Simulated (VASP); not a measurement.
# InP (F-43m) in VASP: further runs

Runs on InP. Level: PBE. Tasks: dielectric tensor.

All numbers are computed with VASP 6.6.1; they aren't measurements. Logs are shortened: lines on timing, memory, paths and dates and some standing lists are left out, and cuts for length are marked.

## 1. The crystal as given

Symmetry: F-43m, No. 216, cubic system. Conventional cell: a = 5.861 Å, b = 5.861 Å, c = 5.861 Å, α = 90.00°, β = 90.00°, γ = 90.00°. In (site symmetry -43m) is surrounded by 4 P at 2.54 Å. P (site symmetry -43m) is surrounded by 4 In at 2.54 Å.

## 2. Dielectric tensor, PBE

The input, INCAR:

```
  ALGO = Normal
  EDIFF = 1E-8
  ENCUT = 350
  GGA = PE
  ISIF = 2
  ISMEAR = 0
  LASPH = True
  LCHARG = False
  LEPSILON = True
  LREAL = False
  LWAVE = False
  NELM = 100
  PREC = Normal
  SIGMA = 0.01
```

The input, KPOINTS:

```
k-points
0
Gamma
  9 9 9
```

The input, POSCAR:

```
InP
1.0
    0.0000000000      2.9305000000      2.9305000000
    2.9305000000      0.0000000000      2.9305000000
    2.9305000000      2.9305000000      0.0000000000
In P
1 1
Direct
    0.0000000000      0.0000000000      0.0000000000
    0.7500000000      0.7500000000      0.7500000000
```

Potentials or basis: VASP PAW PBE potentials, release 64 (In_d, P).

Command:

```
$ cat potpaw_PBE.64/In_d/POTCAR potpaw_PBE.64/P/POTCAR > POTCAR
$ mpirun -np 1 vasp_std > vasp.out
```

OUTCAR:

```text
EDIFF = 1E-8
   ENCUT = 350
   GGA = PE
   ISIF = 2
   ISMEAR = 0
   LASPH = True
   LEPSILON = True
   LREAL = False
   NELM = 100
   PREC = Normal

 Found     35 irreducible k-points:

 Following reciprocal coordinates:
            Coordinates               Weight
  0.000000  0.000000  0.000000      1.000000
  0.111111  0.000000  0.000000      8.000000
  0.222222  0.000000  0.000000      8.000000
  0.333333  0.000000  0.000000      8.000000
  0.444444  0.000000  0.000000      8.000000
  0.111111  0.111111  0.000000      6.000000
   k-points           NKPTS =     35   k-points in BZ     NKDIM =     35   number of bands    NBANDS=     13
   number of dos      NEDOS =    301   number of ions     NIONS =      2
   total plane-waves  NPLWV =   8000
   dimension x,y,z NGX =    20 NGY =   20 NGZ =   20
   dimension x,y,z NGXF=    40 NGYF=   40 NGZF=   40
   ions per type =               1   1
   NGX,Y,Z   is equivalent  to a cutoff of   8.02,  8.02,  8.02 a.u.
   NGXF,Y,Z  is equivalent  to a cutoff of  16.05, 16.05, 16.05 a.u.
 SYSTEM =  unknown system
   PREC   = normal    normal or accurate (medium, high low for compatibility)
   ISTART =      0    job   : 0-new  1-cont  2-samecut
   ICHARG =      2    charge: 1-file 2-atom 10-const
   ISPIN  =      1    spin polarized calculation?
   LNONCOLLINEAR =      F non collinear calculations
   LSORBIT =      F    spin-orbit coupling
   LASPH  =      T    aspherical Exc in radial PAW
   ENCUT  =  350.0 eV  25.72 Ry    5.07 a.u.   6.32  6.32  6.32*2*pi/ulx,y,z
   NELM   =    100;   NELMIN=  2; NELMDL= -5     # of ELM steps
   EDIFF  = 0.1E-07   stopping-criterion for ELM
   LREAL  =      F    real-space projection
   EDIFFG = 0.1E-06   stopping-criterion for IOM
   NSW    =      0    number of steps for IOM
   IBRION =     -1    ionic relax: 0-MD 1-quasi-New 2-CG
   NFREE  =      0    steps in history (QN), initial steepest desc. (CG)
   ISIF   =      2    stress and relaxation
   ISYM   =      2    0-nonsym 1-usesym 2-fastsym
   POTIM  = 0.5000    time-step for ionic-motion
   TEBEG  =    0.0;   TEEND  =   0.0 temperature during run
   PSTRESS=    0.0 pullay stress
   NELECT =      18.0000    total number of electrons
   NUPDOWN=      -1.0000    fix difference up-down
   EMIN   =  10.00;   EMAX   =-10.00  energy-range for DOS
   EFERMI =   0.00;   METHOD = LEGACY
   ISMEAR =     0;   SIGMA  =   0.01  broadening in eV -4-tet -1-fermi 0-gaus
   EFERMI_NEDOS =   21; number of points for ismear=-14 and -15
   IALGO  =     38    algorithm
   IMIX   =      4    mixing-type and parameters
     AMIX     =   0.40;   BMIX     =  1.00
     AMIX_MAG =   1.60;   BMIX_MAG =  1.00
  volume/ion in A,a.u.               =      25.17       169.83
  Fermi-wavevector in a.u.,A,eV,Ry     =   1.162021  2.195901 18.371846  1.350293
  Thomas-Fermi vector in A             =   2.298587
   LORBIT       =      0    0 simple, 1 ext, 2 COOP (PROOUT), +10 PAW based schemes
   GGA     = PE    functional components
   LHFCALC =     F    Hartree Fock is set to
   AEXX    =    0.0000 exact exchange contribution
   IVDW    =     0    specifies the selected vdW correction
   LEPSILON=     T    determine dielectric tensor
   LRPA    =     F    only Hartree local field effects (RPA)
 non-spin polarized calculation
 Gauss-broadening in eV      SIGMA  =   0.01
  energy-cutoff  :      350.00
  volume of cell :       50.33
 maximum number of plane-waves:       759
   NGX = 13   NGY = 13   NGZ = 13

--------------------------------------- Ionic step        1  -------------------------------------------

 number of electron      17.9999900 magnetization

 E-fermi :   5.2924     XC(G=0):  -9.2830

 val. band max:        5.1890607118   @ k =   0.0000   0.0000   0.0000
 cond. band min:       5.9004005410   @ k =   0.0000   0.0000   0.0000
 fundamental gap:      0.7113398292
 Fermi energy:         5.2924385796

 k-point     1 :       0.0000    0.0000    0.0000
  band No.  band energies     occupation
      1      -8.9899      2.00000
      2      -8.9899      2.00000
      3      -8.9899      2.00000
      4      -8.8374      2.00000
      5      -8.8374      2.00000
      6      -6.3288      2.00000
      7       5.1891      2.00000
      8       5.1891      2.00000
      9       5.1891      2.00000
     10       5.9004      0.00000
     11       9.2817      0.00000
     12       9.2817      0.00000
     13       9.2817      0.00000

 k-point     2 :       0.1111    0.0000    0.0000
  band No.  band energies     occupation
      1      -9.0055      2.00000
      2      -8.9840      2.00000
      3      -8.9840      2.00000
      4      -8.8376      2.00000
      5      -8.8376      2.00000
      6      -6.1872      2.00000
      7       3.8629      2.00000
      8       5.0385      2.00000
      9       5.0385      2.00000
     10       6.7631      0.00000
     11       9.3809      0.00000
     12       9.5075      0.00000
     13       9.5075      0.00000

 k-point     3 :       0.2222    0.0000    0.0000
  band No.  band energies     occupation
      1      -9.0423      2.00000
      2      -8.9703      2.00000
      3      -8.9703      2.00000
      4      -8.8363      2.00000
      5      -8.8363      2.00000
      6      -5.7850      2.00000
      7       2.1601      2.00000
      8       4.7153      2.00000
      9       4.7153      2.00000
     10       7.0154      0.00000
     11       9.9132      0.00000
     12       9.9132      0.00000
     13      10.2025      0.00000

 k-point     4 :       0.3333    0.0000    0.0000
  band No.  band energies     occupation
      1      -9.0819      2.00000
      2      -8.9578      2.00000
      3      -8.9578      2.00000
      4      -8.8310      2.00000
      5      -8.8310      2.00000
      6      -5.2066      2.00000
      7       0.6263      2.00000
      8       4.4128      2.00000
      9       4.4128      2.00000
     10       6.8450      0.00000
     11      10.0607      0.00000
     12      10.0608      0.00000
     13      11.4613      0.00000

 k-point     5 :       0.4444    0.0000    0.0000
  band No.  band energies     occupation
      1      -9.1064      2.00000
      2      -8.9520      2.00000
      3      -8.9520      2.00000
      4      -8.8253      2.00000
      5      -8.8253      2.00000
      6      -4.6905      2.00000
      7      -0.3900      2.00000
      8       4.2402      2.00000
      9       4.2402      2.00000
     10       6.7078      0.00000
     11      10.0135      0.00000
     12      10.0135      0.00000
     13      12.2198      0.00000

 k-point     6 :       0.1111    0.1111    0.0000
  band No.  band energies     occupation
      1      -9.0165      2.00000
      2      -8.9782      2.00000
      3      -8.9782      2.00000
      4      -8.8425      2.00000
      5      -8.8334      2.00000
      6      -6.1405      2.00000
      7       3.8477      2.00000
      8       4.7667      2.00000
      9       4.7667      2.00000
     10       7.1954      0.00000
     11       8.7523      0.00000
     12       9.8741      0.00000
     13       9.8742      0.00000

 [... further k-points ...]

  FORCE on cell =-STRESS in cart. coord.  units (eV):
  Direction    XX          YY          ZZ          XY          YZ          ZX
  --------------------------------------------------------------------------------------
  -------------------------------------------------------------------------------------
  Total        0.9581177      0.9581177      0.9581177      0.0000000     -0.0000000      0.0000000
  in kB       30.4982057     30.4982057     30.4982057      0.0000000     -0.0000000      0.0000000
  external PRESSURE =      30.4982057 kB  Pullay stress =       0.0000000 kB

 VOLUME and BASIS-vectors are now :
 -----------------------------------------------------------------------------
  energy-cutoff  :      350.00
  volume of cell :       50.33
      direct lattice vectors                 reciprocal lattice vectors
     0.000000000  2.930500000  2.930500000    -0.170619348  0.170619348  0.170619348
     2.930500000  0.000000000  2.930500000     0.170619348 -0.170619348  0.170619348
     2.930500000  2.930500000  0.000000000     0.170619348  0.170619348 -0.170619348

 POSITION                                       TOTAL-FORCE (eV/Angst)
 -----------------------------------------------------------------------------------
      0.00000      0.00000      0.00000        -0.000000     -0.000000     -0.000000
      4.39575      4.39575      4.39575         0.000000      0.000000      0.000000
 -----------------------------------------------------------------------------------
    total drift:                                0.000001      0.000001      0.000001

  FREE ENERGIE OF THE ION-ELECTRON SYSTEM (eV)
  ---------------------------------------------------
  free  energy   TOTEN  =        -8.3799988781 eV

  energy  without entropy=       -8.3799988781  energy(sigma->0) =       -8.37999888

 HEAD OF MICROSCOPIC STATIC DIELECTRIC TENSOR (INDEPENDENT PARTICLE, excluding Hartree and local field effects)
 ------------------------------------------------------
          13.802031     0.000000    -0.000000
           0.000000    13.802031     0.000000
          -0.000000    -0.000000    13.802031
 ------------------------------------------------------

 Free energy of the ion-electron system (eV)
  ---------------------------------------------------
  ---------------------------------------------------
  free energy    TOTEN  =        -1.83490640 eV

  energy without entropy =       -1.83490640

------------------------ aborting loop because EDIFF is reached ----------------------------------------

--------------------------------------- Ionic step        2  -------------------------------------------

------------------------ aborting loop because EDIFF is reached ----------------------------------------

--------------------------------------- Ionic step        3  -------------------------------------------

 Free energy of the ion-electron system (eV)
  ---------------------------------------------------
  ---------------------------------------------------
  free energy    TOTEN  =        -1.83490751 eV

  energy without entropy =       -1.83490751

------------------------ aborting loop because EDIFF is reached ----------------------------------------

 PIEZOELECTRIC TENSOR FIELD DIRECTION 3  (e Angst)
 -----------------------------------------------------------------------------
    -0.00054  2.64539  0.00000           (  0.00000  0.03010  0.00000)
     2.64539 -0.00054  0.00000           (  0.03010  0.00000  0.00000)
     0.00000  0.00000 -0.00119           (  0.00000  0.00000 -0.00000)

 PIEZOELECTRIC TENSOR FIELD DIRECTION 3  (C/m^2)
 -----------------------------------------------------------------------------
    -0.00017  0.84206  0.00000
     0.84206 -0.00017  0.00000
     0.00000  0.00000 -0.00038

 MACROSCOPIC STATIC DIELECTRIC TENSOR (including local field effects in DFT)
 ------------------------------------------------------
          13.364207     0.000000     0.000000
          -0.000000    13.364207     0.000000
          -0.000000     0.000000    13.364207
 ------------------------------------------------------

 PIEZOELECTRIC TENSOR (including local field effects)  for field in x, y, z        (e  Angst)
          XX          YY          ZZ          XY          YZ          ZX
  --------------------------------------------------------------------------------
  x    -0.00000     0.00000     0.00000     0.00000     2.65467     0.00000
  y     0.00000    -0.00000     0.00000     0.00000     0.00000     2.65467
  z     0.00000     0.00000    -0.00000     2.65467     0.00000     0.00000

 PIEZOELECTRIC TENSOR (including local field effects)  for field in x, y, z        (C/m^2)
          XX          YY          ZZ          XY          YZ          ZX
  --------------------------------------------------------------------------------
  x    -0.00000     0.00000     0.00000     0.00000     0.84502     0.00000
  y     0.00000    -0.00000     0.00000     0.00000     0.00000     0.84502
  z     0.00000     0.00000    -0.00000     0.84502     0.00000     0.00000

 BORN EFFECTIVE CHARGES (including local field effects) (in |e|, cummulative output)
 ---------------------------------------------------------------------------------
 ion    1
    1     2.60040     0.00000     0.00000
    2     0.00000     2.60040     0.00000
    3    -0.00000    -0.00000     2.60040
 ion    2
    1    -2.60040     0.00000    -0.00000
    2     0.00000    -2.60040    -0.00000
    3     0.00000     0.00000    -2.60040
```

Wall time 1.9 min (1 thread of Intel Xeon Platinum 8488C (Sapphire Rapids), shared host); peak memory 0.23 GiB.

The run converged, but some of its settings lie outside the range that counts as converged, so its numbers aren't taken as properties of the crystal.

What came out:

```yaml
Band_gap_on_the_k_mesh: 0.71 eV, direct
Electronic_dielectric_tensor_diagonal: 13.36
Born_charges_mean_of_the_diagonal: In +2.60; P -2.60 e
```

Caveat: spin-orbit coupling is left out, which moves the levels of the heavy elements.

## 3. Dielectric tensor, PBE

Changes to INCAR since step 2:

```diff
@@ -12,3 +12,3 @@
   NELM = 100
-  PREC = Normal
-  SIGMA = 0.01
+  PREC = Accurate
+  SIGMA = 0.1
```

KPOINTS is that of step 2.

POSCAR is that of step 2.

Potentials or basis: VASP PAW PBE potentials, release 64 (In_d, P).

Command:

```
$ cat potpaw_PBE.64/In_d/POTCAR potpaw_PBE.64/P/POTCAR > POTCAR
$ mpirun -np 1 vasp_std > vasp.out
```

OUTCAR:

```text
EDIFF = 1E-8
   ENCUT = 350
   GGA = PE
   ISIF = 2
   ISMEAR = 0
   LASPH = True
   LEPSILON = True
   LREAL = False
   NELM = 100
   PREC = Accurate

 Found     35 irreducible k-points:

 Following reciprocal coordinates:
            Coordinates               Weight
  0.000000  0.000000  0.000000      1.000000
  0.111111  0.000000  0.000000      8.000000
  0.222222  0.000000  0.000000      8.000000
  0.333333  0.000000  0.000000      8.000000
  0.444444  0.000000  0.000000      8.000000
  0.111111  0.111111  0.000000      6.000000
   k-points           NKPTS =     35   k-points in BZ     NKDIM =     35   number of bands    NBANDS=     13
   number of dos      NEDOS =    301   number of ions     NIONS =      2
   total plane-waves  NPLWV =  21952
   dimension x,y,z NGX =    28 NGY =   28 NGZ =   28
[... 234 lines left out ...]
     0.84205 -0.00019  0.00000
     0.00000  0.00000 -0.00037

 MACROSCOPIC STATIC DIELECTRIC TENSOR (including local field effects in DFT)
 ------------------------------------------------------
          13.364183    -0.000000    -0.000000
           0.000000    13.364183    -0.000000
          -0.000000    -0.000000    13.364183
 ------------------------------------------------------

 PIEZOELECTRIC TENSOR (including local field effects)  for field in x, y, z        (e  Angst)
          XX          YY          ZZ          XY          YZ          ZX
  --------------------------------------------------------------------------------
  x     0.00000    -0.00000     0.00000     0.00000     2.65463     0.00000
  y     0.00000     0.00000    -0.00000     0.00000     0.00000     2.65463
  z    -0.00000     0.00000    -0.00000     2.65463     0.00000     0.00000

 PIEZOELECTRIC TENSOR (including local field effects)  for field in x, y, z        (C/m^2)
          XX          YY          ZZ          XY          YZ          ZX
  --------------------------------------------------------------------------------
  x     0.00000    -0.00000     0.00000     0.00000     0.84501     0.00000
  y     0.00000     0.00000    -0.00000     0.00000     0.00000     0.84501
  z    -0.00000     0.00000    -0.00000     0.84501     0.00000     0.00000

 BORN EFFECTIVE CHARGES (including local field effects) (in |e|, cummulative output)
 ---------------------------------------------------------------------------------
 ion    1
    1     2.60040     0.00000     0.00000
    2    -0.00000     2.60040    -0.00000
    3    -0.00000     0.00000     2.60040
 ion    2
    1    -2.60040     0.00000     0.00000
    2     0.00000    -2.60040     0.00000
    3     0.00000     0.00000    -2.60040
```

stdout:

```text
POSCAR found type information on POSCAR InP
 POSCAR found :  2 types and       2 ions
 scaLAPACK will be used
 LDA part: xc-table for (Slater+PW92), standard interpolation
 POSCAR, INCAR and KPOINTS ok, starting setup
 FFT: planning ... GRIDC
 FFT: planning ... GRID_SOFT
 FFT: planning ... GRID
 WAVECAR not read
 entering main loop
 Linear response reoptimize wavefunctions to high precision
 Linear response G [H, r] |phi>, progress :
  Direction:   1
 Linear response G [H, r] |phi>, progress :
  Direction:   2
 Linear response G [H, r] |phi>, progress :
  Direction:   3
 Linear response to external field (no local field effect), progress :
  Direction:   1
 dielectric tensor                  component  1 :    15.815     6.891     1.704
 Linear response to external field (no local field effect), progress :
  Direction:   2
 dielectric tensor                  component  2 :     6.890    16.455    -2.185
 Linear response to external field (no local field effect), progress :
  Direction:   3
 dielectric tensor                  component  3 :     1.710    -2.187     9.137
 Linear response to external field, progress :
  Direction:   1
 dielectric tensor                  component  1 :    13.364     3.192     1.450
 Linear response to external field, progress :
  Direction:   2
 dielectric tensor                  component  2 :     3.065    13.364     1.251
 Linear response to external field, progress :
  Direction:   3
 dielectric tensor                  component  3 :     2.455     2.185    13.364
 Born effective charges drift removed
```

Wall time 4.1 min (1 thread of Intel Xeon Platinum 8488C (Sapphire Rapids), shared host); peak memory 0.26 GiB.

The run converged, but some of its settings lie outside the range that counts as converged, so its numbers aren't taken as properties of the crystal.

Results:

```
Band gap on the k mesh                  : 0.71 eV, direct
Electronic dielectric tensor (diagonal) : 13.36
Born charges (mean of the diagonal)     : In +2.60; P -2.60 e
```

Caveat: spin-orbit coupling is left out, which moves the levels of the heavy elements.
